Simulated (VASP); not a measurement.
# Si2Mo (I4/mmm) in VASP: further runs

The runs below take Si2Mo through relaxation of cell and atoms, vibrations by finite differences, with PBE.

All numbers are computed with VASP 6.6.1; they aren't measurements. Logs are shortened: lines on timing, memory, paths and dates and some standing lists are left out, and cuts for length are marked.

## Step 1: The crystal as given

It takes space group I4/mmm (No. 139, tetragonal). The conventional cell has a = 3.200 Å, b = 3.200 Å, c = 7.861 Å, α = 90.00°, β = 90.00°, γ = 90.00°. Si (site symmetry 4mm) is surrounded by 5 Si at 2.61 to 2.63 Å and 5 Mo at 2.62 Å. Mo (site symmetry 4/mmm) has 10 Si at 2.62 Å as nearest neighbours.

## Step 2: Relaxation of cell and atoms, PBE

INCAR reads:

```
SYSTEM = Si2Mo
PREC     = Accurate       ! precision mode
ENCUT    = 520            ! plane-wave cutoff, eV
EDIFF    = 1E-7           ! SCF threshold, eV
ISMEAR   = 0              ! smearing method
SIGMA    = 0.1            ! smearing width, eV
LREAL    = .FALSE.        ! projectors in reciprocal space
LASPH    = .TRUE.         ! aspherical terms in the spheres
NELM     = 80             ! most SCF steps
ALGO     = Normal         ! electronic algorithm
ISIF     = 3              ! what is computed and relaxed
LWAVE    = .FALSE.        ! write WAVECAR
LCHARG   = .FALSE.        ! write CHGCAR
GGA      = PE             ! functional
IBRION   = 2              ! ionic algorithm
NSW      = 80             ! ionic steps
EDIFFG   = -0.002         ! ionic threshold
KPAR     = 4
```

KPOINTS reads:

```
regular mesh
0
G
  6 6 6
  0 0 0
```

POSCAR reads:

```
Si2Mo
1.0
   -1.6000000000      1.6000000000      3.9305000000
    1.6000000000     -1.6000000000      3.9305000000
    1.6000000000      1.6000000000     -3.9305000000
Si Mo
2 1
Direct
    0.3330000000      0.3330000000      0.0000000000
    0.6670000000      0.6670000000      0.0000000000
    0.0000000000      0.0000000000      0.0000000000
```

Potentials or basis: VASP PAW PBE potentials, release 64 (Si, Mo_sv).

Command:

```console
$ cat potpaw_PBE.64/Si/POTCAR potpaw_PBE.64/Mo_sv/POTCAR > POTCAR
$ mpirun -np 4 vasp_std > vasp.out
```

OUTCAR:

```text
SYSTEM = Si2Mo
   PREC = Accurate
   ENCUT = 520
   EDIFF = 1E-7
   ISMEAR = 0
   LREAL = .FALSE.
   LASPH = .TRUE.
   NELM = 80
   ISIF = 3
   GGA = PE
   IBRION = 2
   NSW = 80
   EDIFFG = -0.002

 ion  position               nearest neighbor table
   1  0.333  0.333  0.000-   2 2.61   2 2.61   2 2.61   2 2.61   3 2.62   3 2.62   3 2.62   3 2.62
                             3 2.62   2 2.63
   2  0.667  0.667  0.000-   1 2.61   1 2.61   1 2.61   1 2.61   3 2.62   3 2.62   3 2.62   3 2.62
                             3 2.62   1 2.63
   3  0.000  0.000  0.000-   2 2.62   1 2.62   2 2.62   1 2.62   2 2.62   1 2.62   1 2.62   2 2.62
                             1 2.62   2 2.62

  LATTYP: Found a body centered tetragonal cell.
 ALAT       =     3.2000000000
 C/A-ratio  =     2.4565625000

  Lattice vectors:

 A1 = (  -1.6000000000,   1.6000000000,   3.9305000000)
 A2 = (   1.6000000000,  -1.6000000000,   3.9305000000)
 A3 = (   1.6000000000,   1.6000000000,  -3.9305000000)

Analysis of symmetry for initial positions (statically):
=====================================================================
 Subroutine PRICEL returns:
 Original cell was already a primitive cell.

 Routine SETGRP: Setting up the symmetry group for a
 body centered tetragonal supercell.

 Subroutine GETGRP returns: Found 16 space group operations
 (whereof 16 operations were pure point group operations)
 out of a pool of 16 trial point group operations.

The static configuration has the point symmetry D_4h.

Analysis of symmetry for dynamics (positions and initial velocities):
=====================================================================
 Subroutine PRICEL returns:
 Original cell was already a primitive cell.

 Routine SETGRP: Setting up the symmetry group for a
 body centered tetragonal supercell.

 Subroutine GETGRP returns: Found 16 space group operations
 (whereof 16 operations were pure point group operations)
 out of a pool of 16 trial point group operations.

The dynamic configuration has the point symmetry D_4h.

 Subroutine INISYM returns: Found 16 space group operations
 (whereof 16 operations are pure point group operations),
 and found     1 'primitive' translations

----------------------------------------------------------------------------------------

                                     Primitive cell

  volume of cell :      40.2483

  direct lattice vectors                    reciprocal lattice vectors
    -1.600000000  1.600000000  3.930500000     0.000000000  0.312500000  0.127210279
     1.600000000 -1.600000000  3.930500000     0.312500000  0.000000000  0.127210279
     1.600000000  1.600000000 -3.930500000     0.312500000  0.312500000  0.000000000

  length of vectors
     4.535287229  4.535287229  4.535287229     0.337399918  0.337399918  0.441941738

  position of ions in fractional coordinates (direct lattice)
     0.333000000  0.333000000  0.000000000
     0.667000000  0.667000000  0.000000000
     0.000000000  0.000000000  0.000000000

  ion indices of the primitive-cell ions
   primitive index   ion index
                 1           1
                 2           2
                 3           3

----------------------------------------------------------------------------------------

 KPOINTS: regular mesh

Automatic generation of k-mesh.
 Grid dimensions read from file:
 generate k-points for:    6    6    6

 Generating k-lattice:

  Cartesian coordinates                     Fractional coordinates (reciprocal lattice)
     0.000000000  0.052083333  0.021201713     0.166666667  0.000000000 -0.000000000
     0.052083333  0.000000000  0.021201713     0.000000000  0.166666667 -0.000000000
     0.052083333  0.052083333  0.000000000     0.000000000  0.000000000  0.166666667

  Length of vectors
     0.056233320  0.056233320  0.073656956

  Shift w.r.t. Gamma in fractional coordinates (k-lattice)
     0.000000000  0.000000000  0.000000000

 Subroutine IBZKPT returns following result:
 ===========================================

 Found     30 irreducible k-points:

 Following reciprocal coordinates:
            Coordinates               Weight
  0.000000  0.000000  0.000000      1.000000
  0.166667 -0.000000  0.000000      8.000000
  0.333333 -0.000000  0.000000      8.000000
  0.500000 -0.000000  0.000000      4.000000
  0.166667  0.166667  0.000000      8.000000
  0.333333  0.166667  0.000000     16.000000
[... 16 lines left out ...]
 -0.333333 -0.333333  0.166667      8.000000
 -0.166667 -0.333333  0.166667      8.000000
 [... further k-points ...]
   k-points           NKPTS =     30   k-points in BZ     NKDIM =     30   number of bands    NBANDS=     15
   number of dos      NEDOS =    301   number of ions     NIONS =      3
   total plane-waves  NPLWV =  46656
   dimension x,y,z NGX =    36 NGY =   36 NGZ =   36
   dimension x,y,z NGXF=    72 NGYF=   72 NGZF=   72
   ions per type =               2   1
   NGX,Y,Z   is equivalent  to a cutoff of  13.20, 13.20, 13.20 a.u.
   NGXF,Y,Z  is equivalent  to a cutoff of  26.39, 26.39, 26.39 a.u.
 SYSTEM =  Si2Mo
   PREC   = accura    normal or accurate (medium, high low for compatibility)
   ISTART =      0    job   : 0-new  1-cont  2-samecut
   ICHARG =      2    charge: 1-file 2-atom 10-const
   ISPIN  =      1    spin polarized calculation?
   LNONCOLLINEAR =      F non collinear calculations
   LSORBIT =      F    spin-orbit coupling
   LASPH  =      T    aspherical Exc in radial PAW
   ENCUT  =  520.0 eV  38.22 Ry    6.18 a.u.   8.43  8.43  8.43*2*pi/ulx,y,z
   NELM   =     80;   NELMIN=  2; NELMDL= -5     # of ELM steps
   EDIFF  = 0.1E-06   stopping-criterion for ELM
   LREAL  =      F    real-space projection
   EDIFFG = -.2E-02   stopping-criterion for IOM
   NSW    =     80    number of steps for IOM
   IBRION =      2    ionic relax: 0-MD 1-quasi-New 2-CG
   NFREE  =      1    steps in history (QN), initial steepest desc. (CG)
   ISIF   =      3    stress and relaxation
   ISYM   =      2    0-nonsym 1-usesym 2-fastsym
   POTIM  = 0.5000    time-step for ionic-motion
   TEBEG  =    0.0;   TEEND  =   0.0 temperature during run
   PSTRESS=    0.0 pullay stress
   NELECT =      22.0000    total number of electrons
   NUPDOWN=      -1.0000    fix difference up-down
   EMIN   =  10.00;   EMAX   =-10.00  energy-range for DOS
   EFERMI =   0.00;   METHOD = LEGACY
   ISMEAR =     0;   SIGMA  =   0.10  broadening in eV -4-tet -1-fermi 0-gaus
   EFERMI_NEDOS =   21; number of points for ismear=-14 and -15
   IALGO  =     38    algorithm
   IMIX   =      4    mixing-type and parameters
     AMIX     =   0.40;   BMIX     =  1.00
     AMIX_MAG =   1.60;   BMIX_MAG =  1.00
  volume/ion in A,a.u.               =      13.42        90.54
  Fermi-wavevector in a.u.,A,eV,Ry     =   1.338546  2.529484 24.377614  1.791704
  Thomas-Fermi vector in A             =   2.467007
   LORBIT       =      0    0 simple, 1 ext, 2 COOP (PROOUT), +10 PAW based schemes
   GGA     = PE    functional components
   LHFCALC =     F    Hartree Fock is set to
   AEXX    =    0.0000 exact exchange contribution
   IVDW    =     0    specifies the selected vdW correction
   LEPSILON=     F    determine dielectric tensor
   LRPA    =     F    only Hartree local field effects (RPA)
 conjugate gradient relaxation of ions
 non-spin polarized calculation
 Gauss-broadening in eV      SIGMA  =   0.10
  energy-cutoff  :      520.00
  volume of cell :       40.25
 maximum number of plane-waves:      1112
 NGX is ok and might be reduce to    36
   NGX = 17   NGY = 17   NGZ = 17

--------------------------------------- Ionic step        1  -------------------------------------------

 number of electron      22.0000000 magnetization

 Free energy of the ion-electron system (eV)
  ---------------------------------------------------
  ext. energy  EPLUGINS =         0.00000000
  ---------------------------------------------------
  free energy    TOTEN  =       -23.26007440 eV

  energy without entropy =      -23.25993245  energy(sigma->0) =      -23.26000342

------------------------ aborting loop because EDIFF is reached ----------------------------------------

  FORCE on cell =-STRESS in cart. coord.  units (eV):
  Direction    XX          YY          ZZ          XY          YZ          ZX
  --------------------------------------------------------------------------------------
  -------------------------------------------------------------------------------------
  Total        0.6789342      0.6789342      0.3758099      0.0000000      0.0000000      0.0000000
  in kB       27.0265440     27.0265440     14.9599827      0.0000000      0.0000000      0.0000000
  external PRESSURE =      23.0043569 kB  Pullay stress =       0.0000000 kB
[... 207 lines left out ...]
  energy  without entropy=      -23.2673378257  energy(sigma->0) =      -23.26745934

--------------------------------------- Ionic step        7  -------------------------------------------

 number of electron      22.0000000 magnetization

 Free energy of the ion-electron system (eV)
  ---------------------------------------------------
  ext. energy  EPLUGINS =         0.00000000
  ---------------------------------------------------
  free energy    TOTEN  =       -23.26758468 eV

  energy without entropy =      -23.26734388  energy(sigma->0) =      -23.26746428

 E-fermi :  12.0994     XC(G=0): -12.3690

 val. band max:       11.9508175252   @ k =   0.5000   0.5000   0.3333
 cond. band min:      12.2670531873   @ k =  -0.3333   0.5000   0.3333
 fundamental gap:      0.3162356622
 Fermi energy:        12.0994419464

 k-point     1 :       0.0000    0.0000    0.0000
  band No.  band energies     occupation
      1     -48.6710      2.00000
      2     -22.8156      2.00000
      3     -22.7428      2.00000
      4     -22.7428      2.00000
      5      -1.2525      2.00000
      6       5.7691      2.00000
      7       8.6448      2.00000
      8       9.0858      2.00000
      9       9.4814      2.00000
     10       9.4814      2.00000
     11      12.4313      0.00000
     12      15.1350      0.00000
     13      15.3090      0.00000
     14      15.5552      0.00000
     15      15.5552      0.00000
[... 397 lines left out ...]
 k-point    24 :      -0.1667   -0.3333    0.1667
  band No.  band energies     occupation
      1     -48.6665      2.00000
      2     -22.8201      2.00000
      3     -22.8043      2.00000
      4     -22.7377      2.00000
      5      -0.2214      2.00000
      6       4.2019      2.00000
      7       8.0109      2.00000
      8       9.4348      2.00000
      9       9.9175      2.00000
     10      10.1437      2.00000
     11      11.4914      2.00000
     12      13.2471      0.00000
     13      14.5795      0.00000
     14      14.7197      0.00000
     15      16.4808      0.00000

 [... further k-points ...]
[... 5 lines left out ...]
  --------------------------------------------------------------------------------------
  -------------------------------------------------------------------------------------
  Total        0.0004674      0.0004674      0.0009330      0.0000000      0.0000000      0.0000000
  in kB        0.0183824      0.0183824      0.0366926      0.0000000      0.0000000      0.0000000
  external PRESSURE =       0.0244858 kB  Pullay stress =       0.0000000 kB
[... 18 lines left out ...]
  FREE ENERGIE OF THE ION-ELECTRON SYSTEM (eV)
  ---------------------------------------------------
  free  energy   TOTEN  =       -23.2675846835 eV

  energy  without entropy=      -23.2673438809  energy(sigma->0) =      -23.26746428

 reached required accuracy - stopping structural energy minimisation
```

Run time: 83 s. Hardware: 4 MPI ranks of Intel Xeon Platinum 8375C at 2.90GHz (Ice Lake), shared host; peak memory 0.2 GiB.

What came out:

| Item | Value |
| --- | --- |
| Free energy | -23.2676 eV |
| Relaxed volume | 13.58 Å³/atom |
| Relaxed cell | a = 4.547 Å, b = 4.547 Å, c = 4.547 Å, α = 138.57°, β = 138.57°, γ = 60.03° |
| Space group after relaxing (to 0.05 Å) | I4/mmm (No. 139) |
| Energy gained by relaxing | 2.5 meV/atom |
| Ionic steps | 7 |
| Pressure after relaxing | 0.0 GPa |
| Band gap on the k mesh | none (metal or under the smearing width) |

The path:
```
step  energy change (eV)  largest force (eV/Å)  pressure (GPa)  volume (Å³)
   1              0.0000                0.2576            2.30        40.25
   2             -0.0010                0.0691           -3.13        41.38
   3             -0.0060                0.1565           -0.62        40.83
   4             -0.0074                0.0184            0.15        40.72
   5             -0.0074                0.0134            0.01        40.74
   6             -0.0075                0.0036            0.00        40.74
   7             -0.0075                0.0002            0.00        40.74
```

Final structure:
```
Si Mo
1.0
    -1.60839    1.60839    3.93722
     1.60839   -1.60839    3.93722
     1.60839    1.60839   -3.93722
Si Mo
2 1
Cartesian
  0.0000 0.0000 2.6366
  0.0000 0.0000 5.2379
  0.0000 0.0000 0.0000
```

Caveat: the k mesh is coarse (spacing up to 0.46 Å⁻¹), so the values aren't converged. PBE usually gives volumes a little too large and moduli too small.

## Step 3: Relaxation of cell and atoms, PBE

This run uses another cell than the first one, of 13.58 Å³/atom, 1.012 times its volume.

INCAR is that of step 2.

KPOINTS is that of step 2.

POSCAR reads:

```
Si2Mo                                   
1.0
   -1.6083891837      1.6083891837      3.9372184621
    1.6083891837     -1.6083891837      3.9372184621
    1.6083891837      1.6083891837     -3.9372184621
  Si              Mo            
     2     1
Direct
     0.3348252242172994    0.3348252242172994    0.0000000000000000
     0.6651747757827005    0.6651747757827005    0.0000000000000000
     0.0000000000000000    0.0000000000000000    0.0000000000000000
```

Potentials or basis: VASP PAW PBE potentials, release 64 (Si, Mo_sv).

Command:

```console
$ cat potpaw_PBE.64/Si/POTCAR potpaw_PBE.64/Mo_sv/POTCAR > POTCAR
$ mpirun -np 4 vasp_std > vasp.out
```

Wall time 15 s (4 MPI ranks of Intel Xeon Platinum 8375C at 2.90GHz (Ice Lake), shared host); peak memory 0.2 GiB.

Results (log left out):

```yaml
Free_energy: -23.2677 eV
Pressure_after_relaxing: 0.0 GPa
Band_gap_on_the_k_mesh: none (metal or under the smearing width)
```

Final structure:
```yaml
crystal:
  lattice:
    - [-1.60839, 1.60839, 3.93722]
    - [1.60839, -1.60839, 3.93722]
    - [1.60839, 1.60839, -3.93722]
  atoms:
    - { symbol: Si, position: [0.33483, 0.33483, 0.00000] }
    - { symbol: Si, position: [0.66517, 0.66517, 0.00000] }
    - { symbol: Mo, position: [0.00000, 0.00000, 0.00000] }
```

Levels at points of the mesh, in eV from the Fermi level:
```csv
k point,band 7,band 8,band 9,band 10,band 11,band 12,band 13,band 14,band 15
"(0.00, 0.00, 0.00)",-3.45,-3.01,-2.62,-2.62,0.33,3.04,3.21,3.46,3.46
"(0.50, 0.00, 0.00)",-4.92,-4.48,-2.57,-2.56,-0.52,2.18,3.04,3.93,4.15
"(0.50, 0.50, 0.00)",-5.62,-5.24,-4.42,-3.03,-1.23,2.23,2.64,3.05,3.27
"(0.50, 0.50, 0.50)",-3.48,-2.19,-0.60,-0.60,-0.52,-0.52,0.46,4.65,4.96
```

Caveat: the k mesh is coarse (spacing up to 0.46 Å⁻¹), so the values aren't converged; the relaxation stopped at its first step, so nothing moved.

## Step 4: Vibrations by finite differences, PBE

This run uses another cell than the first one, of 13.58 Å³/atom, 1.012 times its volume.

INCAR: that of step 3 with these lines changed.

```diff
@@ -3,3 +3,3 @@
 ENCUT    = 520            ! plane-wave cutoff, eV
-EDIFF    = 1E-7           ! SCF threshold, eV
+EDIFF    = 1E-8           ! SCF threshold, eV
 ISMEAR   = 0              ! smearing method
@@ -14,5 +14,7 @@
 GGA      = PE             ! functional
-IBRION   = 2              ! ionic algorithm
-NSW      = 80             ! ionic steps
-EDIFFG   = -0.002         ! ionic threshold
+NBANDS   = 18             ! bands
+IBRION   = 6              ! ionic algorithm
+NFREE    = 2            
+POTIM    = 0.015          ! step
+NSW      = 1              ! ionic steps
 KPAR     = 4
```

KPOINTS is that of step 3.

POSCAR reads:

```
Si2Mo                                   
1.0
   -1.6083891837      1.6083891837      3.9372184621
    1.6083891837     -1.6083891837      3.9372184621
    1.6083891837      1.6083891837     -3.9372184621
  Si              Mo            
     2     1
Direct
     0.3348252242172975    0.3348252242172975    0.0000000000000000
     0.6651747757827025    0.6651747757827025    0.0000000000000000
     0.0000000000000000    0.0000000000000000    0.0000000000000000
```

Command:

```console
$ cat potpaw_PBE.64/Si/POTCAR potpaw_PBE.64/Mo_sv/POTCAR > POTCAR
$ mpirun -np 4 vasp_std > vasp.out
```

Wall time 5 min (4 MPI ranks of Intel Xeon Platinum 8375C at 2.90GHz (Ice Lake), shared host); peak memory 0.27 GiB.

The run converged. Its results:

| Property | Result |
| --- | --- |
| Voigt bulk modulus | 206 GPa |
| Highest phonon frequency at Γ | 434 cm⁻¹ |

Phonon frequencies in cm⁻¹ (negative: imaginary):
```
              q point                    frequencies
(0.000, 0.000, 0.000)  0 0 0 268 268 313 322 322 434
```

Elastic tensor in Voigt notation (GPa, in the Cartesian axes of the cell as first typed):
```
408  97  86   0   0   0
 97 408  86   0   0   0
 86  86 497   0   0   0
  0   0   0 196   0   0
  0   0   0   0 196   0
  0   0   0   0   0 195
```

Clamped-ion elastic tensor (GPa):
```
409  98  88   0   0   0
 98 409  88   0   0   0
 88  88 502   0   0   0
  0   0   0 198   0   0
  0   0   0   0 198   0
  0   0   0   0   0 195
```

Caveat: the k mesh is coarse (spacing up to 0.46 Å⁻¹), so the values aren't converged; elastic constants of metals need much finer meshes, so these are rough.
